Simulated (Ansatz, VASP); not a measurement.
# One calculation of Pb, two programs

```
CELL_PARAMETERS angstrom
0.00000 2.43755 2.43755
2.43755 0.00000 2.43755
2.43755 2.43755 0.00000
ATOMIC_POSITIONS crystal
Pb 0.00000 0.00000 0.00000
```

Alike in both runs: task single point; functional LDA; k mesh 11 × 11 × 11; occupations methfessel-paxton of order 1, width 0.1 eV; no spin polarisation.

|  | VASP | Ansatz |
| --- | --- | --- |
| version | VASP 6.6.1 | Ansatz 0.2.0 |
| potentials or method | VASP PAW LDA potentials, release 64 (Pb_d) | plane waves (420 eV) with PAW, scalar-relativistic |
| plane-wave cutoff (eV) | 520 | 420 |
| valence electrons in the cell | 14 | 14 |

```tsv
	VASP	Ansatz	Ansatz less VASP
pressure (GPa)	0.1	0.1	-0.02
```

Ansatz warned: «pseudo_functional_mismatch».

Spin-orbit coupling is left out, which matters for the levels of Pb.
